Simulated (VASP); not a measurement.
An input for Ansatz (written as the equivalent of a VASP run, and not itself run):

Ansatz 0.2 input:
```yaml
crystal:
  lattice:
    - [3.7415244, 0.0000000, 0.0000000]
    - [0.0000000, 3.7415244, 0.0000000]
    - [0.0000000, 0.0000000, 3.7415244]
  atoms:
    - { symbol: La, position: [0.0000000, 0.0000000, 0.0000000] }
    - { symbol: Al, position: [0.5000000, 0.5000000, 0.5000000] }
    - { symbol: O, position: [0.5000000, 0.0000000, 0.5000000] }
    - { symbol: O, position: [0.0000000, 0.5000000, 0.5000000] }
    - { symbol: O, position: [0.5000000, 0.5000000, 0.0000000] }
kpoints:
  mp_grid: { grid: [5, 5, 5] }
hamiltonian:
  xc: lda
  pseudopotentials: { kind: paw }
scf:
  occupations: { method: gaussian, width: 0.05 }
  max_iter: 100
relax:
  max_steps: 60
  f_tol: 0.02
  cell: {}
output: { forces: true, stress: true, eigenvalues: true }
```

Problem. Translate this input to VASP (INCAR, KPOINTS, POSCAR, choice of POTCAR).

Solution. This is not unique; one that fits is 
POSCAR:
```
LaAlO3
1
    3.7415243827     0.0000000000     0.0000000000
    0.0000000000     3.7415243827     0.0000000000
    0.0000000000     0.0000000000     3.7415243827
La Al O
1 1 3
Direct
  0.0000000000   0.0000000000   0.0000000000
  0.5000000000   0.5000000000   0.5000000000
  0.5000000000   0.0000000000   0.5000000000
  0.0000000000   0.5000000000   0.5000000000
  0.5000000000   0.5000000000   0.0000000000
```

**INCAR**
```
SYSTEM  =  LaAlO3
PREC  =  Accurate; ENCUT  =  520; LREAL  =  .FALSE.
LASPH  =  .TRUE.
EDIFF  =  1E-6; NELM  =  100; ALGO  =  Normal
LMAXMIX  =  6
ISMEAR  =  0; SIGMA  =  0.05
IBRION  =  2; NSW  =  60; ISIF  =  3
EDIFFG  =  -0.02
LWAVE  =  .FALSE.; LCHARG  =  .FALSE.
```

**KPOINTS**
```
kpoints
0
Gamma
5 5 5
```

POTCAR, in this order: La Al O (LDA.64 set). Program: vasp_std.

Limits of the translation: each code has its own PAW files, so the cut-off isn't converted (ENCUT is set for VASP's; basis.ecutwfc is left out, and Ansatz then takes the one that its files recommend); Ansatz stops its SCF on the density residual and VASP on the energy change (EDIFF); Ansatz's lda is the Perdew-Wang form, while the LDA potentials of VASP carry Perdew-Zunger's.

The compound is LaAlO3 in the cubic perovskite structure, the ideal cubic form; the compound distorts at low or room temperature. It was relaxed first, which changed the volume by -5 %. The start is the result of an earlier pass.
